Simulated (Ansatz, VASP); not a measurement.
## Two plane-wave programs on GaSb3

Contents of INCAR:

```
SYSTEM = GaSb3
PREC     = Accurate       ! precision mode
ENCUT    = 520            ! plane-wave cutoff, eV
EDIFF    = 1E-6           ! SCF threshold, eV
ISMEAR   = -1             ! smearing method
SIGMA    = 0.05           ! smearing width, eV
LREAL    = .FALSE.        ! projectors in reciprocal space
LASPH    = .TRUE.         ! aspherical terms in the spheres
NELM     = 80             ! most SCF steps
ALGO     = Normal         ! electronic algorithm
ISIF     = 2              ! what is computed and relaxed
LWAVE    = .FALSE.        ! write WAVECAR
LCHARG   = .TRUE.         ! write CHGCAR
GGA      = PS             ! functional
LELF     = .TRUE.         ! ELF
LVHAR    = .TRUE.       
NBANDS   = 22             ! bands
```

KPOINTS

```
regular mesh
0
G
  6 6 6
  0 0 0
```

POSCAR

```
GaSb3
1.0
    0.0000000000      3.7305950000      3.7305950000
    3.7305950000      0.0000000000      3.7305950000
    3.7305950000      3.7305950000      0.0000000000
Sb Ga
3 1
Direct
    0.5000000000      0.5000000000      0.5000000000
    0.7500000000      0.7500000000      0.7500000000
    0.2500000000      0.2500000000      0.2500000000
    0.0000000000      0.0000000000      0.0000000000
```

Contents of input.yaml:

```yaml
crystal:
  lattice:
    - [0.0, 3.730595, 3.730595]
    - [3.730595, 0.0, 3.730595]
    - [3.730595, 3.730595, 0.0]
  atoms:
    - { symbol: Sb, position: [0.5, 0.5, 0.5] }
    - { symbol: Sb, position: [0.75, 0.75, 0.75] }
    - { symbol: Sb, position: [0.25, 0.25, 0.25] }
    - { symbol: Ga, position: [0.0, 0.0, 0.0] }
hamiltonian:
  xc: pbesol
  pseudopotentials: { kind: paw }
kpoints:
  mp_grid: { grid: [6, 6, 6] }
  band_path:
    path:
      - [[0.0, 0.0, 0.0], [0.5, 0.0, 0.5], [0.5, 0.25, 0.75], [0.375, 0.375, 0.75], [0.0, 0.0, 0.0], [0.5, 0.5, 0.5], [0.625, 0.25, 0.625], [0.5, 0.25, 0.75], [0.5, 0.5, 0.5], [0.375, 0.375, 0.75]]
      - [[0.625, 0.25, 0.625], [0.5, 0.0, 0.5]]
    npoints: 14
scf:
  occupations: { method: fermi_dirac, width: 0.05 }
  n_extra_bands: 10
output:
  forces: true
  stress: true
  eigenvalues: true
  fatbands: true
```

The cell comes from a database or a generator and needn't be the stable form of this composition.

Alike in both runs: functional PBEsol; k mesh 6 × 6 × 6; occupations fermi-dirac, width 0.05 eV; no spin polarisation.

|  | VASP | Ansatz |
| --- | --- | --- |
| version | VASP 6.6.1 | Ansatz 0.2.0 |
| potentials or method | VASP PAW PBE potentials, release 64 (Sb, Ga_d) | Ansatz PAW |
| plane-wave cutoff (eV) | 520 | 420 |
| valence electrons in the cell | 28 | 58 |
| task | single point | band structure |

VASP gave:

```
gap on the k mesh at the Fermi level (eV) : none
pressure (GPa)                            : -3.5
```

**Question.** Estimate Ansatz's values.

**Answer.** gap on the k mesh at the Fermi level (eV): none; pressure (GPa): -3.4.

A gap of «none» marks a metal or a gap that the smearing closes. The two sets of potentials don't hold the same shells in valence.

Caveats: the PAW data sets were made with another functional, which shifts forces and pressure a little (VASP); spin-orbit coupling is left out, which moves the levels of the heavy elements (Ansatz); the PAW data sets come from PBE, with cores solved anew for the run's functional, which leaves a small shift of forces and pressure (Ansatz). The runs have no spin-orbit coupling, so splittings on Sb are missing.
